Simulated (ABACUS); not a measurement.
C:

```xyz
2
Lattice="0.0000 1.7834 1.7834 1.7834 0.0000 1.7834 1.7834 1.7834 0.0000" Properties=species:S:1:pos:R:3 pbc="T T T"
C     0.8917    0.8917    0.8917
C     0.0000    0.0000    0.0000
```

This isn't the form of C at room conditions, which is graphite.

Base run:

```yaml
Program: ABACUS 3.10.1
Functional: OLYP
Potentials_or_basis: SPMS ONCV 1.0 PBE
Cutoff: 1116 eV
Density_cutoff: 4463 eV
Basis: plane waves
k_mesh: 10 × 10 × 10
Occupations: fermi-dirac, width 0.05 eV
Spin: no spin polarisation
```

Its results: band gap on the k mesh 4.37 eV, indirect (least direct gap 5.64 eV); pressure -10.3 GPa.

Question: The run is repeated on the same cell with these changes: functional from OLYP to B86bPBE; potentials or basis from SPMS ONCV 1.0 PBE to PseudoDojo NC SR 0.4.1 PBE standard. What comes out?

Answer: Band gap on the k mesh 4.27 eV, indirect (least direct gap 5.64 eV); pressure 3.5 GPa.

Caveats: the potentials were made for another functional, which shifts forces and pressure.

A k mesh can miss the band edges.

Not every run made on this cell is shown here.
